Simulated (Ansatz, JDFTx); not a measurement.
This is a calculation of MgO for JDFTx 1.7.0 (patched build). The cell is a database's computed one, not the measured one.

The input MgO.in:

```
include MgO.lattice
coords-type Lattice
include MgO.ionpos

ion-species pseudo/Mg.upf
ion-species pseudo/O.upf
elec-cutoff 42 336
elec-ex-corr gga-PBEsol
kpoint-folding 11 11 11
elec-smearing Gauss 0.00036749322
elec-n-bands 14
electronic-SCF nIterations 100 energyDiffThreshold 1e-09
electronic-minimize nIterations 30 energyDiffThreshold 1e-7
converge-empty-states yes
forces-output-coords Cartesian

dump-name run.$VAR
dump End Ecomponents EigStats BandEigs Kpoints Forces Stress ElecDensity Dtot KEdensity
```

File MgO.lattice:

```
lattice \
    0.0000000000     3.9627583152     3.9627583152 \
    3.9627583152     0.0000000000     3.9627583152 \
    3.9627583152     3.9627583152     0.0000000000
```

File MgO.ionpos:

```
ion Mg     0.0000000000     0.0000000000     0.0000000000 1
ion O      0.5000000000     0.5000000000     0.5000000000 1
```

Potentials or basis: PseudoDojo-SR-PBEsol-0.4.1-standard with smoothed tails.

Run with:

```bash
$ jdftx -c 1 -i MgO.in -o MgO.out
```

Question: What does the same run look like in Ansatz 0.2.0? Potentials or basis there: all-electron LAPW, scalar-relativistic.

Answer: As run (cutoffs and basis follow the program's own potentials, and thresholds, step limits or extra output files can differ):

File input.yaml:

```yaml
crystal:
  lattice:
    - [0.0, 2.0970013927, 2.0970013927]
    - [2.0970013927, 0.0, 2.0970013927]
    - [2.0970013927, 2.0970013927, 0.0]
  atoms:
    - { symbol: Mg, position: [0.0, 0.0, 0.0] }
    - { symbol: O, position: [0.5, 0.5, 0.5] }
kpoints:
  mp_grid: { grid: [11, 11, 11] }
scf:
  occupations: { method: gaussian, width: 0.02 }
hamiltonian:
  xc: pbesol
  pseudopotentials: { kind: all_electron, lapw: { basis_error: 0.001 } }
output:
  forces: true
  stress: true
  eigenvalues: true
```

Potentials or basis: all-electron LAPW, scalar-relativistic.

Command:

```sh
$ ansatz run input.yaml --threads 1 --pin off --max-ram 3072MiB --backend cpu --events-out ev --progress --plain --runs-dir out
```

Both were run:

|  | JDFTx | Ansatz |
| --- | --- | --- |
| Pressure | 2.2 GPa | 2.4 GPa |

Where Ansatz's input types no cutoff or centring, it takes its own default and a Γ-centred mesh.

Pressure is positive in compression.
